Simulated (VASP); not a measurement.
# AlGa3N2 (Cmmm) in VASP: a series of runs, part 2 of 2

VASP 6.6.1.

## (3) Relaxation of cell and atoms, PBE

This run uses another cell than the first one, of 16.85 Å³/atom, 1.030 times its volume.

Contents of INCAR:

```
SYSTEM = AlGa3N2
ALGO     = Fast           ! electronic algorithm
EDIFF    = 1E-4           ! SCF threshold, eV
EDIFFG   = -0.08          ! ionic threshold
ENCUT    = 520            ! plane-wave cutoff, eV
GGA      = PE             ! functional
IBRION   = 2              ! ionic algorithm
ISIF     = 3              ! what is computed and relaxed
ISMEAR   = 0              ! smearing method
KPAR     = 2            
LASPH    = .TRUE.         ! aspherical terms in the spheres
LCHARG   = .FALSE.        ! write CHGCAR
LREAL    = .FALSE.        ! projectors in reciprocal space
LWAVE    = .FALSE.        ! write WAVECAR
NELM     = 60             ! most SCF steps
NSW      = 24             ! ionic steps
PREC     = Normal         ! precision mode
SIGMA    = 0.15           ! smearing width, eV
```

Contents of KPOINTS:

```
k-points
0
G
  3 3 3
  0 0 0
```

Contents of POSCAR:

```
AlGa3N2
1.0
    3.0688784800     -3.2409058800      0.0000000000
    3.0688784800      3.2409058800      0.0000000000
    0.0000000000      0.0000000000      5.0824947800
Al Ga N
1 3 2
Direct
    0.0000000000      0.0000000000      0.5000000000
    0.3140804400      0.6859195600      0.5000000000
    0.6859195600      0.3140804400      0.5000000000
    0.0000000000      0.0000000000      0.0000000000
    0.7225741900      0.2774258100      0.0000000000
    0.2774258100      0.7225741900      0.0000000000
```

Potentials or basis: VASP PAW PBE potentials, release 64 (Al, Ga_d, N).

Command:

```sh
cat potpaw_PBE.64/Al/POTCAR potpaw_PBE.64/Ga_d/POTCAR potpaw_PBE.64/N/POTCAR > POTCAR
mpirun -np 2 vasp_std > vasp.out
```

OUTCAR:

```text
SYSTEM = AlGa3N2
   EDIFF = 1E-4
   EDIFFG = -0.08
   ENCUT = 520
   GGA = PE
   IBRION = 2
   ISIF = 3
   ISMEAR = 0
   LASPH = .TRUE.
   LREAL = .FALSE.
   NELM = 60
   NSW = 24
   PREC = Normal

 ion  position               nearest neighbor table
   1  0.000  0.000  0.500-   2 2.04   3 2.04   4 2.54   4 2.54
   2  0.314  0.686  0.500-   1 2.04   3 2.41
   3  0.686  0.314  0.500-   1 2.04   2 2.41
   4  0.000  0.000  0.000-   5 1.80   6 1.80   1 2.54   1 2.54
   5  0.723  0.277  0.000-   4 1.80
   6  0.277  0.723  0.000-   4 1.80

  LATTYP: Found a base centered orthorhombic cell.
 ALAT       =     6.1377569600
 B/A-ratio  =     1.0560554617
 C/A-ratio  =     0.8280703868

  Lattice vectors:

 A1 = (   3.0688784800,  -3.2409058800,   0.0000000000)
 A2 = (   3.0688784800,   3.2409058800,   0.0000000000)
 A3 = (   0.0000000000,   0.0000000000,   5.0824947800)

Analysis of symmetry for initial positions (statically):
=====================================================================
 Subroutine PRICEL returns:
 Original cell was already a primitive cell.

 Routine SETGRP: Setting up the symmetry group for a
 base centered orthorhombic supercell.

 Subroutine GETGRP returns: Found  8 space group operations
 (whereof  8 operations were pure point group operations)
 out of a pool of  8 trial point group operations.

The static configuration has the point symmetry D_2h.

Analysis of symmetry for dynamics (positions and initial velocities):
=====================================================================
 Subroutine PRICEL returns:
 Original cell was already a primitive cell.

 Routine SETGRP: Setting up the symmetry group for a
 base centered orthorhombic supercell.

 Subroutine GETGRP returns: Found  8 space group operations
 (whereof  8 operations were pure point group operations)
 out of a pool of  8 trial point group operations.

The dynamic configuration has the point symmetry D_2h.

 Subroutine INISYM returns: Found  8 space group operations
 (whereof  8 operations are pure point group operations),
 and found     1 'primitive' translations

----------------------------------------------------------------------------------------

                                     Primitive cell

  volume of cell :     101.1004

  direct lattice vectors                    reciprocal lattice vectors
     3.068878480 -3.240905880  0.000000000     0.162925969 -0.154277853  0.000000000
     3.068878480  3.240905880  0.000000000     0.162925969  0.154277853  0.000000000
     0.000000000  0.000000000  5.082494780     0.000000000  0.000000000  0.196753768

  length of vectors
     4.463349196  4.463349196  5.082494780     0.224380318  0.224380318  0.196753768

  position of ions in fractional coordinates (direct lattice)
     0.000000000  0.000000000  0.500000000
     0.314080440  0.685919560  0.500000000
     0.685919560  0.314080440  0.500000000
     0.000000000  0.000000000  0.000000000
     0.722574190  0.277425810  0.000000000
     0.277425810  0.722574190  0.000000000

  ion indices of the primitive-cell ions
   primitive index   ion index
                 1           1
                 2           2
                 3           3
                 4           4
[... 44 lines left out ...]
   ions per type =               1   3   2
   NGX,Y,Z   is equivalent  to a cutoff of  10.43, 10.43,  9.16 a.u.
   NGXF,Y,Z  is equivalent  to a cutoff of  20.86, 20.86, 18.32 a.u.
 SYSTEM =  AlGa3N2
   PREC   = normal    normal or accurate (medium, high low for compatibility)
   ISTART =      0    job   : 0-new  1-cont  2-samecut
   ICHARG =      2    charge: 1-file 2-atom 10-const
   ISPIN  =      1    spin polarized calculation?
   LNONCOLLINEAR =      F non collinear calculations
   LSORBIT =      F    spin-orbit coupling
   LASPH  =      T    aspherical Exc in radial PAW
   ENCUT  =  520.0 eV  38.22 Ry    6.18 a.u.   8.30  8.30  9.45*2*pi/ulx,y,z
   NELM   =     60;   NELMIN=  2; NELMDL= -5     # of ELM steps
   EDIFF  = 0.1E-03   stopping-criterion for ELM
   LREAL  =      F    real-space projection
   EDIFFG = -.8E-01   stopping-criterion for IOM
   NSW    =     24    number of steps for IOM
   IBRION =      2    ionic relax: 0-MD 1-quasi-New 2-CG
   NFREE  =      1    steps in history (QN), initial steepest desc. (CG)
   ISIF   =      3    stress and relaxation
   ISYM   =      2    0-nonsym 1-usesym 2-fastsym
   POTIM  = 0.5000    time-step for ionic-motion
   TEBEG  =    0.0;   TEEND  =   0.0 temperature during run
   PSTRESS=    0.0 pullay stress
   NELECT =      52.0000    total number of electrons
   NUPDOWN=      -1.0000    fix difference up-down
   EMIN   =  10.00;   EMAX   =-10.00  energy-range for DOS
   EFERMI =   0.00;   METHOD = LEGACY
   ISMEAR =     0;   SIGMA  =   0.15  broadening in eV -4-tet -1-fermi 0-gaus
   EFERMI_NEDOS =   21; number of points for ismear=-14 and -15
   IALGO  =     68    algorithm
   IMIX   =      4    mixing-type and parameters
     AMIX     =   0.40;   BMIX     =  1.00
     AMIX_MAG =   1.60;   BMIX_MAG =  1.00
  volume/ion in A,a.u.               =      16.85       113.71
  Fermi-wavevector in a.u.,A,eV,Ry     =   1.311671  2.478699 23.408564  1.720481
  Thomas-Fermi vector in A             =   2.442116
   LORBIT       =      0    0 simple, 1 ext, 2 COOP (PROOUT), +10 PAW based schemes
   GGA     = PE    functional components
   LHFCALC =     F    Hartree Fock is set to
   AEXX    =    0.0000 exact exchange contribution
   IVDW    =     0    specifies the selected vdW correction
   LEPSILON=     F    determine dielectric tensor
   LRPA    =     F    only Hartree local field effects (RPA)
 conjugate gradient relaxation of ions
 non-spin polarized calculation
 RMM-DIIS sequential band-by-band and
 Gauss-broadening in eV      SIGMA  =   0.15
  energy-cutoff  :      520.00
  volume of cell :      101.10
 maximum number of plane-waves:      2741
   NGX = 17   NGY = 17   NGZ = 19

--------------------------------------- Ionic step        1  -------------------------------------------

 number of electron      52.0000065 magnetization

 Free energy of the ion-electron system (eV)
  ---------------------------------------------------
  ext. energy  EPLUGINS =         0.00000000
  ---------------------------------------------------
  free energy    TOTEN  =       -20.32219039 eV

  energy without entropy =      -20.28977505  energy(sigma->0) =      -20.30598272

------------------------ aborting loop because EDIFF is reached ----------------------------------------

  FORCE on cell =-STRESS in cart. coord.  units (eV):
  Direction    XX          YY          ZZ          XY          YZ          ZX
  --------------------------------------------------------------------------------------
  -------------------------------------------------------------------------------------
  Total       -2.5169160     25.1300624      0.7193840      0.0000000      0.0000000      0.0000000
  in kB      -39.8865306    398.2457063     11.4003533      0.0000000      0.0000000      0.0000000
  external PRESSURE =     123.2531763 kB  Pullay stress =       0.0000000 kB
[... 101 lines left out ...]
  FREE ENERGIE OF THE ION-ELECTRON SYSTEM (eV)
  ---------------------------------------------------
  free  energy   TOTEN  =       -21.8805329261 eV

  energy  without entropy=      -21.8241929764  energy(sigma->0) =      -21.85236295

 E-fermi :   3.2380     XC(G=0):  -9.8148

 val. band max:        3.2353941236   @ k =   0.3333   0.0000   0.3333
 cond. band min:       3.2537218287   @ k =   0.3333   0.3333   0.0000
 fundamental gap:      0.0183277051
 Fermi energy:         3.2379902548

 k-point     1 :       0.0000    0.0000    0.0000
  band No.  band energies     occupation
      1     -11.9818      2.00000
      2     -11.8173      2.00000
      3     -11.5645      2.00000
      4     -11.5075      2.00000
      5     -11.5042      2.00000
      6     -11.4564      2.00000
[... 261 lines left out ...]
     30       6.8539      0.00000
     31       7.1731      0.00000

[... ionic steps 4 to 19 ...]

--------------------------------------- Ionic step       20  -------------------------------------------

 number of electron      52.0000078 magnetization

------------------------ aborting loop because EDIFF is reached ----------------------------------------
[... 75 lines left out ...]
--------------------------------------- Ionic step       22  -------------------------------------------

 number of electron      52.0000060 magnetization

 Free energy of the ion-electron system (eV)
  ---------------------------------------------------
  ext. energy  EPLUGINS =         0.00000000
  ---------------------------------------------------
  free energy    TOTEN  =       -23.35120336 eV

  energy without entropy =      -23.31235053  energy(sigma->0) =      -23.33177695

 E-fermi :   5.1804     XC(G=0): -10.7823

 val. band max:        5.1058703277   @ k =   0.0000   0.0000   0.0000
 cond. band min:       5.1857891590   @ k =   0.0000   0.0000   0.3333
 fundamental gap:      0.0799188314
 Fermi energy:         5.1803558527

 k-point     1 :       0.0000    0.0000    0.0000
  band No.  band energies     occupation
      1     -10.9070      2.00000
      2      -9.9483      2.00000
      3      -9.8923      2.00000
      4      -9.7475      2.00000
      5      -9.7031      2.00000
      6      -9.6169      2.00000
[... 294 lines left out ...]
  FREE ENERGIE OF THE ION-ELECTRON SYSTEM (eV)
  ---------------------------------------------------
  free  energy   TOTEN  =       -23.3512033648 eV

  energy  without entropy=      -23.3123505294  energy(sigma->0) =      -23.33177695

 reached required accuracy - stopping structural energy minimisation
```

Run time: 2 min. Hardware: 2 MPI ranks of Intel Xeon Platinum 8488C (Sapphire Rapids), shared host; peak memory 0.16 GiB.

What came out:

* Free energy: -23.3512 eV
* Relaxed volume: 15.06 Å³/atom
* Relaxed cell: a = 4.547 Å, b = 4.547 Å, c = 5.087 Å, α = 90.00°, β = 90.00°, γ = 120.80°
* Space group after relaxing (to 0.05 Å): Cmmm (No. 65)
* Energy gained by relaxing: 504.8 meV/atom
* Ionic steps: 22
* Pressure after relaxing: 0.1 GPa
* Largest force after relaxing: 0.071 eV/Å
* Band gap on the k mesh: none (metal or under the smearing width)

Forces in eV/Å, atoms in the order of the input:
```
Al   0.000  0.000  0.000
Ga   0.000 -0.071  0.000
Ga   0.000  0.071  0.000
Ga   0.000  0.000  0.000
N    0.000 -0.038  0.000
N    0.000  0.038  0.000
```

The path:
| step | energy change (eV) | largest force (eV/Å) | pressure (GPa) | volume (Å³) |
| --- | --- | --- | --- | --- |
| 1 | 0.0000 | 5.8435 | 12.33 | 101.10 |
| 2 | -0.6118 | 3.1216 | -9.10 | 119.76 |
| 3 | -1.5583 | 1.5702 | -2.82 | 109.84 |
| 4 | -1.5624 | 1.5479 | -2.91 | 109.57 |
| 5 | -1.5649 | 1.5004 | -2.31 | 109.09 |
| 6 | -1.5647 | 1.5119 | -3.70 | 109.26 |
| 7 | -1.9765 | 1.1858 | -1.73 | 104.88 |
| 8 | -2.5804 | 0.8008 | 4.34 | 91.44 |
| 9 | -2.5937 | 0.3675 | 2.66 | 93.69 |
| 10 | -2.8141 | 0.1210 | -1.33 | 94.89 |
| 11 | -2.8593 | 0.1044 | -1.99 | 95.20 |
| 12 | -2.8920 | 0.1653 | -3.50 | 95.49 |
| 13 | -2.8776 | 0.0471 | -2.87 | 95.37 |
| 14 | -2.9355 | 0.7667 | 2.60 | 90.29 |
| 15 | -2.9873 | 0.5188 | 0.01 | 92.20 |
| 16 | -3.0135 | 0.1729 | -0.53 | 91.88 |
| 17 | -3.0158 | 0.0728 | -0.57 | 91.78 |
| 18 | -3.0257 | 0.1368 | 0.28 | 90.56 |
| 19 | -3.0260 | 0.1512 | -0.35 | 90.68 |
| 20 | -3.0259 | 0.1271 | 0.77 | 90.60 |
| 21 | -3.0259 | 0.1469 | 0.14 | 90.64 |
| 22 | -3.0290 | 0.0712 | 0.06 | 90.33 |

Final structure:
```xyz
6
Lattice="2.2458 -3.9538 0.0000 2.2458 3.9538 0.0000 0.0000 0.0000 5.0867" Properties=species:S:1:pos:R:3 pbc="T T T"
Al    2.2458   -3.9538    2.5433
Ga    2.2458    1.3742    2.5433
Ga    2.2458   -1.3742    2.5433
Ga    2.2458   -3.9538    5.0867
N     2.2458   -2.0096    5.0867
N     2.2458    2.0096    5.0867
```

Caveat: the k mesh is coarse (spacing up to 0.47 Å⁻¹), so the values aren't converged; the relaxation stopped at a loose force limit of 0.08 eV/Å, so its end isn't a converged minimum.
